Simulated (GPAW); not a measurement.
# Ge (Fd-3m) in GPAW: relaxation of cell and atoms with PBEsol

Aim: the relaxation of cell and atoms of Ge with PBEsol.

Everything below comes from runs of GPAW 26.7.0. Logs are shortened: lines on timing, memory, paths and dates and some standing lists are left out, and cuts for length are marked. The log counts tension as positive stress, the text compression.

## Step 1: The structure

It takes space group Fd-3m (No. 227, cubic). Conventional cell: a = 5.658 Å, b = 5.658 Å, c = 5.658 Å, α = 90.00°, β = 90.00°, γ = 90.00°. Ge (site symmetry -43m) has 4 Ge at 2.45 Å as nearest neighbours.

## Step 2: Relaxation of cell and atoms, PBEsol, target pressure 30 GPa, at which the enthalpy is minimised

run.py

```python
from ase import Atoms
from ase.filters import FrechetCellFilter
from ase.io import write
from ase.optimize import BFGS
from ase.units import GPa
from gpaw import GPAW, PW, setup_paths

setup_paths.insert(0, '.')

atoms = Atoms(['Ge', 'Ge'],
              cell=[[0.0, 2.82891, 2.82891],
                    [2.82891, 0.0, 2.82891],
                    [2.82891, 2.82891, 0.0]],
              scaled_positions=[[0.75, 0.75, 0.75],
                                [0.5, 0.5, 0.5]],
              pbc=True)

calc = GPAW(mode=PW(600),
            xc='PBEsol',
            kpts={'size': (8, 8, 8), 'gamma': True},
            occupations={'name': 'fermi-dirac', 'width': 0.05},
            nbands=11,
            convergence={'density': 1e-05, 'forces': 0.0001},
            maxiter=150,
            txt='gpaw.txt')
atoms.calc = calc
opt = BFGS(FrechetCellFilter(atoms, scalar_pressure=30 * GPa), trajectory='relax.traj', logfile='-')
done = opt.run(fmax=0.02, steps=60)
calc.write('gs.gpw')
write('result.traj', atoms)
print('Converged:', done)
print('Cell:', atoms.cell.cellpar().round(4))
print('Volume:', round(atoms.get_volume(), 4))
print(atoms.get_scaled_positions().round(5))
```

Potentials or basis: PAW data sets generated in the run's folder for this functional, pw.

Launch:

```
$ gpaw-setup -f PBEsol Ge
$ OMP_NUM_THREADS=1 python run.py
```

gpaw.txt:

```text
__  _  _
 | _ |_)|_||  |
 |__||  | ||/\| - 26.7.0

Input parameters:
  mode=PW(ecut=600.0),
  convergence={'density': 1e-05, 'forces': 0.0001},
  kpts=MonkhorstPack(size=(8, 8, 8), gamma=True),
  maxiter=150,
  nbands=11,
  occupations=Occupations(name='fermi-dirac', width=0.05),
  xc=XC(name='PBEsol')

Diagonalizing LCAO Hamiltonian
Converting LCAO to pw mode

           Ge

       Ge

Atoms  # Å, Bohr magnetons
|   | symbol |        x |        y |        z |    initial magnetic moments |
|---|--------|----------|----------|----------|-----------------------------|
| 0 |     Ge | 4.243365 | 4.243365 | 4.243365 | ( 0.0000,  0.0000,  0.0000) |
| 1 |     Ge | 2.828910 | 2.828910 | 2.828910 | ( 0.0000,  0.0000,  0.0000) |

Unit cell  # Å
| periodic |        x |        y |        z |  lengths |    angles |
|----------|----------|----------|----------|----------|-----------|
|      yes | 0.000000 | 2.828910 | 2.828910 | 4.000683 | 60.000000 |
|      yes | 2.828910 | 0.000000 | 2.828910 | 4.000683 | 60.000000 |
|      yes | 2.828910 | 2.828910 | 0.000000 | 4.000683 | 60.000000 |

Number of symmetries: 24
Symmetry operations  # r_c * U_cc + t_c -> r_c
|    | kind |            matrix            |
|----|------|------------------------------|
|  0 |  E   |  1, 0, 0,  0, 1, 0,  0, 0, 1 |
|  1 |  σ   |  1, 0, 0,  0, 0, 1,  0, 1, 0 |
|  2 |  σ   |  1, 0,-1,  0, 1,-1,  0, 0,-1 |
|  3 |  C3  |  1, 0,-1,  0, 0,-1,  0, 1,-1 |
|  4 |  C3  |  1,-1, 0,  0,-1, 1,  0,-1, 0 |
|  5 |  σ   |  1,-1, 0,  0,-1, 0,  0,-1, 1 |
|  6 |  σ   |  0, 1, 0,  1, 0, 0,  0, 0, 1 |
|  7 |  C3  |  0, 1, 0,  0, 0, 1,  1, 0, 0 |
|  8 |  C2  |  0, 1,-1,  1, 0,-1,  0, 0,-1 |
[... 171 lines left out ...]
Gap: 0.044 eV
Transition (v -> c):
  (s=0, k=0, n=3, [0.00, 0.00, 0.00]) -> (s=0, k=0, n=4, [0.00, 0.00, 0.00])
No difference between direct/indirect transitions

Stress tensor  # eV/Ang^3
|         x |         y |         z |
|-----------|-----------|-----------|
| -0.005915 | -0.000000 | -0.000000 |
| -0.000000 | -0.005915 |  0.000000 |
| -0.000000 |  0.000000 | -0.005915 |
[... 13 lines left out ...]
Atoms  # Å, Bohr magnetons
|   | symbol |        x |        y |        z |    initial magnetic moments |
|---|--------|----------|----------|----------|-----------------------------|
| 0 |     Ge | 4.120746 | 4.120746 | 4.120746 | ( 0.0000,  0.0000,  0.0000) |
| 1 |     Ge | 2.747164 | 2.747164 | 2.747164 | ( 0.0000,  0.0000,  0.0000) |

Unit cell  # Å
| periodic |        x |        y |        z |  lengths |    angles |
|----------|----------|----------|----------|----------|-----------|
|      yes | 0.000000 | 2.747164 | 2.747164 | 3.885076 | 60.000000 |
|      yes | 2.747164 | 0.000000 | 2.747164 | 3.885076 | 60.000000 |
|      yes | 2.747164 | 2.747164 | 0.000000 | 3.885076 | 60.000000 |

Number of symmetries: 24
Symmetry operations  # r_c * U_cc + t_c -> r_c
|    | kind |            matrix            |
|----|------|------------------------------|
|  0 |  E   |  1, 0, 0,  0, 1, 0,  0, 0, 1 |
|  1 |  σ   |  1, 0, 0,  0, 0, 1,  0, 1, 0 |
|  2 |  σ   |  1, 0,-1,  0, 1,-1,  0, 0,-1 |
|  3 |  C3  |  1, 0,-1,  0, 0,-1,  0, 1,-1 |
|  4 |  C3  |  1,-1, 0,  0,-1, 1,  0,-1, 0 |
|  5 |  σ   |  1,-1, 0,  0,-1, 0,  0,-1, 1 |
|  6 |  σ   |  0, 1, 0,  1, 0, 0,  0, 0, 1 |
|  7 |  C3  |  0, 1, 0,  0, 0, 1,  1, 0, 0 |
|  8 |  C2  |  0, 1,-1,  1, 0,-1,  0, 0,-1 |
[... 177 lines left out ...]
Stress tensor  # eV/Ang^3
|         x |         y |         z |
|-----------|-----------|-----------|
| -0.055334 |  0.000000 |  0.000000 |
|  0.000000 | -0.055334 |  0.000000 |
|  0.000000 |  0.000000 | -0.055334 |

Forces  # eV/Ang
|        x |        y |       z |
|----------|----------|---------|
|  0.00000 | -0.00000 | 0.00000 |  # Ge   0
| -0.00000 |  0.00000 | 0.00000 |  # Ge   1

Interpolating wave functions to new cell

           Ge

       Ge

Atoms  # Å, Bohr magnetons
|   | symbol |        x |        y |        z |    initial magnetic moments |
|---|--------|----------|----------|----------|-----------------------------|
| 0 |     Ge | 3.886506 | 3.886506 | 3.886506 | ( 0.0000,  0.0000,  0.0000) |
| 1 |     Ge | 2.591004 | 2.591004 | 2.591004 | ( 0.0000,  0.0000,  0.0000) |

Unit cell  # Å
| periodic |        x |        y |         z |  lengths |    angles |
|----------|----------|----------|-----------|----------|-----------|
|      yes | 0.000000 | 2.591004 |  2.591004 | 3.664233 | 60.000000 |
|      yes | 2.591004 | 0.000000 |  2.591004 | 3.664233 | 60.000000 |
|      yes | 2.591004 | 2.591004 | -0.000000 | 3.664233 | 60.000000 |

Number of symmetries: 24
Symmetry operations  # r_c * U_cc + t_c -> r_c
|    | kind |            matrix            |
|----|------|------------------------------|
|  0 |  E   |  1, 0, 0,  0, 1, 0,  0, 0, 1 |
|  1 |  σ   |  1, 0, 0,  0, 0, 1,  0, 1, 0 |
|  2 |  σ   |  1, 0,-1,  0, 1,-1,  0, 0,-1 |
|  3 |  C3  |  1, 0,-1,  0, 0,-1,  0, 1,-1 |
|  4 |  C3  |  1,-1, 0,  0,-1, 1,  0,-1, 0 |
|  5 |  σ   |  1,-1, 0,  0,-1, 0,  0,-1, 1 |
|  6 |  σ   |  0, 1, 0,  1, 0, 0,  0, 0, 1 |
|  7 |  C3  |  0, 1, 0,  0, 0, 1,  1, 0, 0 |
|  8 |  C2  |  0, 1,-1,  1, 0,-1,  0, 0,-1 |
[... 124 lines left out ...]
SCF iterations
|iter     | |      energy | eigst |  dens |force |
|---------|-|-------------|-------|-------|------|
|iter:   1| |   -9.702997 | -0.25 |       |      |
|iter:   2| |   -9.606568 | -2.89 | -0.84 |      |
|iter:   3| |   -8.898130 | -1.84 | -0.87 |      |
|iter:   4| |   -8.864785 | -2.64 | -1.57 |      |
|iter:   5| |   -8.863991 | -3.91 | -2.09 |      |
|iter:   6| |   -8.863995c| -6.07 | -3.38 |      |
|iter:   7| |   -8.863996c| -7.18 | -3.83 |      |
|iter:   8| |   -8.863996c| -7.95c| -4.79 |      |
|iter:   9| |   -8.863996c| -9.18c| -5.84c|      |
|iter:  10| |   -8.863996c|-10.02c| -6.34c|-16.20c|

Converged in 10 steps
Energy contributions relative to reference atoms: (reference = -114111.519876)

Energy contributions:
  Kinetic:          70.002744
  Coulomb:         -59.916148
  Zero:              0.002743
  External:          0.000000
  Xc:              -18.952711
  Entropy:          -0.001246
  Spinorbit:         0.000000
  ----------------------------
  Free energy:      -8.864619
  Extrapolated:     -8.863996
[... 4 lines left out ...]
Eigenvalues  # (at kpt = [0.000, 0.000, 0.000])
| band index |      eig [eV] | occ [0-2] |
|------------|---------------|-----------|
|          0 |        -6.007 |     2.000 |
|          1 |         9.124 |     0.724 |
|          2 |         9.124 |     0.724 |
|          3 |         9.124 |     0.724 |
|          4 |        11.704 |     0.000 |
|          5 |        11.704 |     0.000 |
|          6 |        11.704 |     0.000 |
|          7 |        11.822 |     0.000 |
|          8 |        16.015 |     0.000 |
|        ... |               |           |
|         10 |        19.170 |     0.000 |

No gap
No difference between direct/indirect transitions

Stress tensor  # eV/Ang^3
|         x |         y |         z |
|-----------|-----------|-----------|
| -0.227852 |  0.000000 |  0.000000 |
|  0.000000 | -0.227852 |  0.000000 |
|  0.000000 |  0.000000 | -0.227852 |

Forces  # eV/Ang
|        x |       y |       z |
|----------|---------|---------|
| -0.00000 | 0.00000 | 0.00000 |  # Ge   0
|  0.00000 | 0.00000 | 0.00000 |  # Ge   1

Interpolating wave functions to new cell

           Ge

       Ge

Atoms  # Å, Bohr magnetons
|   | symbol |        x |        y |        z |    initial magnetic moments |
|---|--------|----------|----------|----------|-----------------------------|
| 0 |     Ge | 3.933473 | 3.933473 | 3.933473 | ( 0.0000,  0.0000,  0.0000) |
| 1 |     Ge | 2.622315 | 2.622315 | 2.622315 | ( 0.0000,  0.0000,  0.0000) |

Unit cell  # Å
| periodic |        x |        y |         z |  lengths |    angles |
|----------|----------|----------|-----------|----------|-----------|
|      yes | 0.000000 | 2.622315 |  2.622315 | 3.708514 | 60.000000 |
|      yes | 2.622315 | 0.000000 |  2.622315 | 3.708514 | 60.000000 |
|      yes | 2.622315 | 2.622315 | -0.000000 | 3.708514 | 60.000000 |

Number of symmetries: 24
Symmetry operations  # r_c * U_cc + t_c -> r_c
|    | kind |            matrix            |
|----|------|------------------------------|
|  0 |  E   |  1, 0, 0,  0, 1, 0,  0, 0, 1 |
|  1 |  σ   |  1, 0, 0,  0, 0, 1,  0, 1, 0 |
|  2 |  σ   |  1, 0,-1,  0, 1,-1,  0, 0,-1 |
|  3 |  C3  |  1, 0,-1,  0, 0,-1,  0, 1,-1 |
|  4 |  C3  |  1,-1, 0,  0,-1, 1,  0,-1, 0 |
|  5 |  σ   |  1,-1, 0,  0,-1, 0,  0,-1, 1 |
|  6 |  σ   |  0, 1, 0,  1, 0, 0,  0, 0, 1 |
|  7 |  C3  |  0, 1, 0,  0, 0, 1,  1, 0, 0 |
|  8 |  C2  |  0, 1,-1,  1, 0,-1,  0, 0,-1 |
[... 196 lines left out ...]
Atoms  # Å, Bohr magnetons
|   | symbol |        x |        y |        z |    initial magnetic moments |
|---|--------|----------|----------|----------|-----------------------------|
| 0 |     Ge | 3.928565 | 3.928565 | 3.928565 | ( 0.0000,  0.0000,  0.0000) |
| 1 |     Ge | 2.619043 | 2.619043 | 2.619043 | ( 0.0000,  0.0000,  0.0000) |

Unit cell  # Å
| periodic |        x |         y |        z |  lengths |    angles |
|----------|----------|-----------|----------|----------|-----------|
|      yes | 0.000000 |  2.619043 | 2.619043 | 3.703886 | 60.000000 |
|      yes | 2.619043 | -0.000000 | 2.619043 | 3.703886 | 60.000000 |
|      yes | 2.619043 |  2.619043 | 0.000000 | 3.703886 | 60.000000 |

Number of symmetries: 24
Symmetry operations  # r_c * U_cc + t_c -> r_c
|    | kind |            matrix            |
|----|------|------------------------------|
|  0 |  E   |  1, 0, 0,  0, 1, 0,  0, 0, 1 |
|  1 |  σ   |  1, 0, 0,  0, 0, 1,  0, 1, 0 |
|  2 |  σ   |  1, 0,-1,  0, 1,-1,  0, 0,-1 |
|  3 |  C3  |  1, 0,-1,  0, 0,-1,  0, 1,-1 |
|  4 |  C3  |  1,-1, 0,  0,-1, 1,  0,-1, 0 |
|  5 |  σ   |  1,-1, 0,  0,-1, 0,  0,-1, 1 |
|  6 |  σ   |  0, 1, 0,  1, 0, 0,  0, 0, 1 |
|  7 |  C3  |  0, 1, 0,  0, 0, 1,  1, 0, 0 |
|  8 |  C2  |  0, 1,-1,  1, 0,-1,  0, 0,-1 |
[... 183 lines left out ...]
Forces  # eV/Ang
|        x |        y |        z |
|----------|----------|----------|
|  0.00000 | -0.00000 | -0.00000 |  # Ge   0
| -0.00000 | -0.00000 | -0.00000 |  # Ge   1

# Writing to gs.gpw (mode='')
```

It took 36 s on 1 thread of Arm Neoverse V2, shared host; peak memory 0.18 GiB.

What came out:

```
Free energy                                            : -9.1012 eV
Relaxed volume                                         : 17.97 Å³/atom
Relaxed cell                                           : a = 3.704 Å, b = 3.704 Å, c = 3.704 Å, α = 60.00°, β = 60.00°, γ = 60.00°
Space group after relaxing (to 0.05 Å)                 : Fd-3m (No. 227)
Energy change on relaxing (the enthalpy is what falls) : +369.8 meV/atom
Ionic steps                                            : 5
Pressure after relaxing                                : 30.0 GPa
Band gap on the k mesh                                 : 0.09 eV, indirect (least direct gap 2.35 eV)
```

The path:
| step | energy change (eV) | largest force (eV/Å) | pressure (GPa) | volume (Å³) |
| --- | --- | --- | --- | --- |
| 1 | 0.0000 | 0.0000 | 0.95 | 45.28 |
| 2 | 0.1090 | 0.0000 | 8.87 | 41.47 |
| 3 | 0.9763 | 0.0000 | 36.51 | 34.79 |
| 4 | 0.7146 | 0.0000 | 29.27 | 36.06 |
| 5 | 0.7396 | 0.0000 | 29.98 | 35.93 |

Final structure:
```
Ge
1.0
     0.00000    2.61904    2.61904
     2.61904    0.00000    2.61904
     2.61904    2.61904    0.00000
Ge
2
Direct
  0.75000 0.75000 0.75000
  0.50000 0.50000 0.50000
```

Caveat: later steps reuse the first step's grids; the volume moved by over 15 % at a fixed basis, so the end points are rough.
